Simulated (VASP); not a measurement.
Output of a VASP run:

### OSZICAR
```
       N       E                     dE             d eps       ncg     rms          rms(c)
DAV:   1     0.118671245950E+02    0.11867E+02   -0.23127E+03   320   0.565E+02
DAV:   2    -0.849336877527E+01   -0.20360E+02   -0.19853E+02   432   0.782E+01
DAV:   3    -0.898519625934E+01   -0.49183E+00   -0.49183E+00   464   0.155E+01
DAV:   4    -0.898737214130E+01   -0.21759E-02   -0.21759E-02   440   0.115E+00
DAV:   5    -0.898738345166E+01   -0.11310E-04   -0.11310E-04   456   0.751E-02    0.333E+00
DAV:   6    -0.889617815798E+01    0.91205E-01   -0.10899E-01   344   0.151E+00    0.204E+00
DAV:   7    -0.886308866184E+01    0.33089E-01   -0.10173E-01   368   0.159E+00    0.441E-01
DAV:   8    -0.886291315610E+01    0.17551E-03   -0.65326E-03   320   0.475E-01    0.104E-01
DAV:   9    -0.886304061319E+01   -0.12746E-03   -0.36632E-04   416   0.134E-01    0.230E-02
DAV:  10    -0.886305005768E+01   -0.94445E-05   -0.93681E-06   448   0.202E-02    0.148E-02
DAV:  11    -0.886306095476E+01   -0.10897E-04   -0.14511E-05   336   0.264E-02    0.305E-03
DAV:  12    -0.886306102818E+01   -0.73419E-07   -0.34898E-07   320   0.345E-03
   1 F= -.88630610E+01 E0= -.88630610E+01  d E =-.886306E+01
```

OUTCAR:
```
------------------------ aborting loop because EDIFF is reached ----------------------------------------
  FORCE on cell =-STRESS in cart. coord.  units (eV):
  Direction    XX          YY          ZZ          XY          YZ          ZX
  --------------------------------------------------------------------------------------
  Total        0.0026920      0.0026920      0.0026920      0.0000000      0.0000000      0.0000000
  in kB        0.0735116      0.0735116      0.0735116      0.0000000      0.0000000      0.0000000
  external PRESSURE =       0.0735116 kB  Pullay stress =       0.0000000 kB
  volume of cell :       58.67
      direct lattice vectors                 reciprocal lattice vectors
     0.000000000  3.084122313  3.084122313    -0.162120678  0.162120678  0.162120678
     3.084122313  0.000000000  3.084122313     0.162120678 -0.162120678  0.162120678
     3.084122313  3.084122313  0.000000000     0.162120678  0.162120678 -0.162120678
 POSITION                                       TOTAL-FORCE (eV/Angst)
 -----------------------------------------------------------------------------------
      0.00000      0.00000      0.00000         0.000000      0.000000      0.000000
      1.54206      1.54206      1.54206        -0.000000     -0.000000     -0.000000
 -----------------------------------------------------------------------------------
    total drift:                               -0.000000     -0.000000     -0.000000
  FREE ENERGIE OF THE ION-ELECTRON SYSTEM (eV)
  ---------------------------------------------------
  free  energy   TOTEN  =        -8.8630610282 eV

  energy  without entropy=       -8.8630610282  energy(sigma->0) =       -8.86306103

 reached required accuracy - stopping structural energy minimisation
```
(Selected blocks of OUTCAR.)

**POSCAR**
```
AlSb
1
   -0.0000000000     3.0841223129     3.0841223129
    3.0841223129     0.0000000000     3.0841223129
    3.0841223129     3.0841223129    -0.0000000000
Al Sb
1 1
Direct
  0.0000000000   0.0000000000   0.0000000000
  0.2500000000   0.2500000000   0.2500000000
```

**Question.** Write an INCAR and KPOINTS that could have produced this output.

**Answer.** One answer among several that fit: the input of the run itself, PBEsol GGA, plane waves, VASP's PBE PAW potentials (set 64).

File KPOINTS:
```
Automatic mesh
0
Gamma
7 7 7
0 0 0
```

INCAR:
```
SYSTEM = AlSb
PREC = Accurate; ENCUT = 400; LREAL = .FALSE.
LASPH = .TRUE.
EDIFF = 1E-6; NELM = 100; ALGO = Normal
LMAXMIX = 4
ISMEAR = 0; SIGMA = 0.05
GGA = PS
IBRION = 2; NSW = 60; ISIF = 3
EDIFFG = -0.01
LWAVE = .FALSE.; LCHARG = .FALSE.
```

POTCAR, in this order: Al Sb (PBE.64 set). Program: vasp_std.

The structure was generated: AlSb was put into the zinc blende type (F-43m), which need not be its known phase. It was relaxed first, which changed the volume by +8 %. The start is the result of an earlier pass.
